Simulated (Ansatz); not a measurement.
Structures of PtS2: which is lowest?

Plane-wave DFT in Ansatz with scalar-relativistic PAW potentials, cutoff 420 eV, Γ-centred meshes chosen by cell and gap, Gaussian smearing with energies taken to zero width. Every cell was relaxed (cell and atoms) in a run of its own, within the symmetry of its start. Functional: PBE+D3(BJ).

Relaxed structures (starts from databases or built by putting these elements on another compound's sites):
A. C2/m, 3 atoms in the computed cell, a = 6.139 Å, b = 3.545 Å, c = 5.714 Å, β = 110.9°; sites (symmetry × multiplicity) Pt 2/m × 2, S m × 4; start: built
B. P-3m1, 3 atoms in the computed cell, a = 3.583 Å, c = 4.663 Å; sites (symmetry × multiplicity) Pt -3m. × 1, S 3m. × 2; start: database

Question: Rank them by energy. Could pressure change the order?

Answer:
```csv
structure,group,E − E(lowest) (meV/atom),V (Å³/atom),gap on mesh (eV)
B,P-3m1,0.0,17.28,0.07
A,C2/m,32,19.37,0.95
```

B is lowest, 32 meV/atom under A. The lowest is also the densest of these, so pressure wouldn't bring one of the others in at first order. Other structures may lie lower than all of these, and vibrations aren't counted.

Spin-orbit coupling is left out, which matters for the bands of heavy elements.